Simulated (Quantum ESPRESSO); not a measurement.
# NiO (Fm-3m) in Quantum ESPRESSO: a series of runs, part 2 of 2

Quantum ESPRESSO 7.5.

## 3. Single point, PBEsol+U, collinear spin, ferromagnetic start

Input file pw.in:

```
&CONTROL
  calculation = 'scf'
  prefix = 'pwscf'
  outdir = './tmp'
  pseudo_dir = './pseudo'
  tprnfor = .true.
  tstress = .true.
  disk_io = 'nowf'
/
&SYSTEM
  ibrav = 0
  nat = 2
  ntyp = 2
  ecutwfc = 104
  nbnd = 22
  input_dft = 'pbesol'
  occupations = 'smearing'
  smearing = 'gaussian'
  degauss = 0.00367493
  nspin = 2
  starting_magnetization(1) = 0.1111
  starting_magnetization(2) = 0
/
&ELECTRONS
  conv_thr = 8d-08
  electron_maxstep = 100
  mixing_beta = 0.7
  mixing_ndim = 20
/
ATOMIC_SPECIES
Ni    58.6934 Ni.upf
O     15.9990 O.upf
CELL_PARAMETERS angstrom
   0.0000000000    2.0913095100    2.0913095100
   2.0913095100    0.0000000000    2.0913095100
   2.0913095100    2.0913095100    0.0000000000
ATOMIC_POSITIONS crystal
Ni     0.0000000000    0.0000000000    0.0000000000
O      0.5000000000    0.5000000000    0.5000000000
K_POINTS automatic
8 8 8 0 0 0
HUBBARD {ortho-atomic}
U Ni-3d 7.0
```

Potentials or basis: PseudoDojo 0.4.1 SR LDA stringent.

Command:

```sh
$ OMP_NUM_THREADS=1 mpirun -n 2 pw.x -nk 2 -in pw.in > pw.out
```

pw.out:

```text
This program is part of the open-source Quantum ESPRESSO suite
     for quantum simulation of materials; please cite
         "P. Giannozzi et al., J. Phys.:Condens. Matter 21 395502 (2009);
         "P. Giannozzi et al., J. Phys.:Condens. Matter 29 465901 (2017);
         "P. Giannozzi et al., J. Chem. Phys. 152 154105 (2020);
     in publications or presentations arising from this work. More details at

     IMPORTANT: XC functional enforced from input :
     Exchange-correlation= PBESOL
                           (   1   4  10   8   0   0   0)
     Any further DFT definition will be discarded
     Please, verify this is what you really want

     Message from routine setup:
     using ibrav=0 with symmetry is DISCOURAGED, use correct ibrav instead

     K-points division:     npool     =       2
     Subspace diagonalization in iterative solution of the eigenvalue problem:
     a serial algorithm will be used

     G-vector sticks info
     --------------------
     sticks:   dense  smooth     PW     G-vecs:    dense   smooth      PW
     Sum         889     889    265                17573    17573    2891

     Using Slab Decomposition

     bravais-lattice index     =            0
     lattice parameter (alat)  =       5.5890  a.u.
     unit-cell volume          =     123.4473 (a.u.)^3
     number of atoms/cell      =            2
     number of atomic types    =            2
     number of electrons       =        24.00
     number of Kohn-Sham states=           22
     kinetic-energy cutoff     =     104.0000  Ry
     charge density cutoff     =     416.0000  Ry
     scf convergence threshold =      8.0E-08
     mixing beta               =       0.7000
     number of iterations used =           20  plain     mixing
     Exchange-correlation= PBESOL
                           (   1   4  10   8   0   0   0)
     Hubbard projectors: ortho-atomic
     Hubbard parameters of DFT+U (Dudarev formulation) in eV:
     U(Ni-3d) =  7.0000

     Internal variables: lda_plus_u =T, lda_plus_u_kind = 0

     Internal variables: orbital_resolved =F, hub_pot_fix =F, apply_U = F

     celldm(1)=   5.588975  celldm(2)=   0.000000  celldm(3)=   0.000000
     celldm(4)=   0.000000  celldm(5)=   0.000000  celldm(6)=   0.000000

     crystal axes: (cart. coord. in units of alat)
               a(1) = (   0.000000   0.707107   0.707107 )
[... 282 lines left out ...]
       0.998 -0.000 -0.000  0.000  0.000
      -0.000  0.999 -0.000  0.000  0.000
[... 6 lines left out ...]
     eigenvectors (columns):
      -0.661  0.750 -0.000  0.000  0.000
      -0.000 -0.000  0.297  0.652 -0.697
      -0.000 -0.000  0.566  0.468  0.679
       0.750  0.661  0.000  0.000 -0.000
       0.000  0.000 -0.769  0.597  0.230
     occupation matrix ns (before diag.):
       0.128 -0.000 -0.000  0.000  0.000
      -0.000  0.997 -0.000  0.000  0.000
      -0.000 -0.000  0.997  0.000  0.000
       0.000  0.000  0.000  0.128 -0.000
       0.000  0.000  0.000 -0.000  0.997

     Number of occupied Hubbard levels =    8.2397

 ------ SPIN UP ------------

          k = 0.0000 0.0000 0.0000 (  2229 PWs)   bands (ev):

   -90.1691 -51.0103 -51.0103 -51.0103  -5.3000   6.6275   6.6275   7.4747
     7.4747   7.4747  11.8560  11.8560  11.8560  15.9711  31.8823  32.8318
    32.8318  32.8318  36.2017  36.2017  36.2017  39.6165
[... 153 lines left out ...]
   -90.1661 -51.0314 -51.0276 -51.0183  -3.9194   5.7477   6.0398   6.7081
     7.7288   8.2093  10.1000  10.4337  12.2983  22.9860  23.6521  24.9284
    28.7489  36.0160  36.1139  43.3629  44.4979  45.1893

          k =-0.7071 0.1768-0.0000 (  2224 PWs)   bands (ev):

   -90.1660 -51.0349 -51.0238 -51.0217  -4.0442   6.3908   6.6562   7.1339
     7.7818   8.4060   9.1535  10.3995  10.9655  21.2309  24.8801  25.4536
    29.3234  32.4413  40.8690  43.2456  45.7893  46.9138

          k =-0.7071 0.3536 0.0000 (  2208 PWs)   bands (ev):

   -90.1656 -51.0295 -51.0295 -51.0219  -3.9391   5.8707   6.7251   6.7251
     7.7297   8.4063   9.9986   9.9986  11.3085  22.6690  24.8990  24.8990
    27.5224  36.1084  36.1084  44.0681  45.3331  46.9923

 ------ SPIN DOWN ----------

          k = 0.0000 0.0000 0.0000 (  2229 PWs)   bands (ev):

   -88.1428 -48.8934 -48.8934 -48.8934  -4.9765   8.6217   8.6217   8.6217
    12.2357  12.2357  12.2357  15.9045  15.9045  16.3066  31.8397  33.1062
    33.1062  33.1062  36.7404  36.7404  36.7404  40.3789
[... 153 lines left out ...]
   -88.1394 -48.9166 -48.9127 -48.9021  -3.2025   7.1523   7.5013   9.4270
    10.2534  10.5275  11.1442  16.6823  17.5466  23.4643  24.0651  25.2195
    29.1453  36.3444  36.3641  43.6513  44.9645  45.8159

          k =-0.7071 0.1768-0.0000 (  2224 PWs)   bands (ev):

   -88.1386 -48.9208 -48.9085 -48.9057  -3.1318   7.5974   7.7034   9.6564
    10.0972  10.2463  10.8665  16.5599  16.9064  21.7505  25.1795  25.7765
    29.7354  32.7948  41.0581  43.9391  46.4952  46.9989

          k =-0.7071 0.3536 0.0000 (  2208 PWs)   bands (ev):

   -88.1388 -48.9148 -48.9148 -48.9057  -3.0892   7.5013   7.5013   9.6567
     9.7736  10.6940  10.6940  16.6275  17.0990  23.2964  25.2003  25.2003
    27.9091  36.3926  36.3926  44.8263  45.8632  47.0573

     the Fermi energy is    15.5104 ev

!    total energy              =    -371.21830616 Ry
     estimated scf accuracy    <          4.2E-09 Ry
     smearing contrib. (-TS)   =      -0.00000000 Ry
     internal energy E=F+TS    =    -371.21830616 Ry

     The total energy is F=E-TS. E is the sum of the following terms:
     one-electron contribution =    -191.37390533 Ry
     hartree contribution      =     110.44205826 Ry
     xc contribution           =     -51.74301350 Ry
     ewald contribution        =    -238.60470552 Ry
     Hubbard energy            =       0.06125993 Ry

     total magnetization       =     2.00 Bohr mag/cell
     absolute magnetization    =     2.01 Bohr mag/cell

     convergence has been achieved in   9 iterations

     Forces acting on atoms (cartesian axes, Ry/au):

     atom    1 type  1   force =    -0.00000000   -0.00000000    0.00000000
     atom    2 type  2   force =     0.00000000   -0.00000000   -0.00000000

     Total force =     0.000000     Total SCF correction =     0.000000

     Computing stress (Cartesian axis) and pressure

          total   stress  (Ry/bohr**3)                   (kbar)     P=       19.91
   0.00013532   0.00000000  -0.00000000           19.91        0.00       -0.00
   0.00000000   0.00013532  -0.00000000            0.00       19.91       -0.00
  -0.00000000  -0.00000000   0.00013532           -0.00       -0.00       19.91

=------------------------------------------------------------------------------=
   JOB DONE.
=------------------------------------------------------------------------------=
```

Wall time 20 s (2 MPI ranks of Arm Neoverse V2, shared host); peak memory 0.22 GiB.

What came out:

```yaml
Free_energy: -5050.6824 eV
Pressure: 2.0 GPa
Band_gap_on_the_k_mesh: 2.45 eV, indirect (least direct gap 3.25 eV)
Net_moment: 2.00 μB per cell
Absolute_moment: 2.01 μB per cell
Site_moments: Ni +1.73; O +0.20 μB
Valence_electrons_inside_the_program's_atomic_spheres: Ni 15.60; O 5.74
```

Levels at points of the mesh, in eV from the valence-band top:
Spin up:
```tsv
k point	band 11	band 12	band 13	band 14	band 15	band 16
(0.00, 0.00, 0.00)	-1.60	-1.60	-1.60	2.51	18.42	19.37
(0.00, 0.00, -0.50)	-3.57	0.00	0.00	6.36	10.90	14.60
(0.00, -0.50, -0.50)	-5.05	-2.99	-2.99	6.78	11.50	12.62
```
Spin down:
```csv
k point,band 9,band 10,band 11,band 12,band 13,band 14
"(0.00, 0.00, 0.00)",-1.22,-1.22,-1.22,2.45,2.45,2.85
"(0.00, 0.00, -0.50)",-2.62,-2.24,-2.24,4.66,4.66,6.54
"(0.00, -0.50, -0.50)",-3.80,-2.65,-2.65,2.86,3.27,7.29
```

Eigenvalues of the final occupation matrices:
| site | spin | trace | eigenvalues |
| --- | --- | --- | --- |
| Ni 1 3d | 1 | 4.99 | 1.00 1.00 1.00 1.00 1.00 |
| Ni 1 3d | 2 | 3.25 | 0.13 0.13 1.00 1.00 1.00 |

Caveat: the potentials were made for another functional, which shifts forces and pressure; a cell with one magnetic atom can't hold antiferromagnetic order, which such compounds often take.
